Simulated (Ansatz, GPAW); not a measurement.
## Ag: 3 runs at one level of theory

```
Ag
1.0
    -1.65565    1.65565    1.65565
     1.65565   -1.65565    1.65565
     1.65565    1.65565   -1.65565
Ag
1
Direct
  0.00000 0.00000 0.00000
```

This isn't the form of Ag at room conditions, which is fcc.

Alike in all runs: task single point; functional PBEsol; k mesh 11 × 11 × 11; occupations gaussian, width 0.02 eV; no spin polarisation; no spin-orbit coupling. Pressure is positive in compression and, in plane waves, holds the error of the finite cutoff, which Ansatz's Pulay term estimates and takes out.

```csv
program and potentials,plane-wave cutoff (eV),notes,pressure (GPa)
"Ansatz, Ansatz PAW",420,"potentials made for PBE, which Ansatz adapts in part; 19 valence electrons an atom on average; Pulay term of +0.04 GPa included",-7.24
"Ansatz, all-electron LAPW, scalar-relativistic",-,-,-7.26
"GPAW, PAW data sets generated for this functional",600,17 valence electrons an atom on average,-7.21
```

The pressure spans -7.26 (Ansatz, all-electron LAPW, scalar-relativistic) to -7.21 GPa (GPAW, PAW data sets generated for this functional), with all-electron results at -7.26.

The functional is the same throughout but for its coding, so the spread measures potentials, basis and numerics; runs on potential files found faulty are left out.
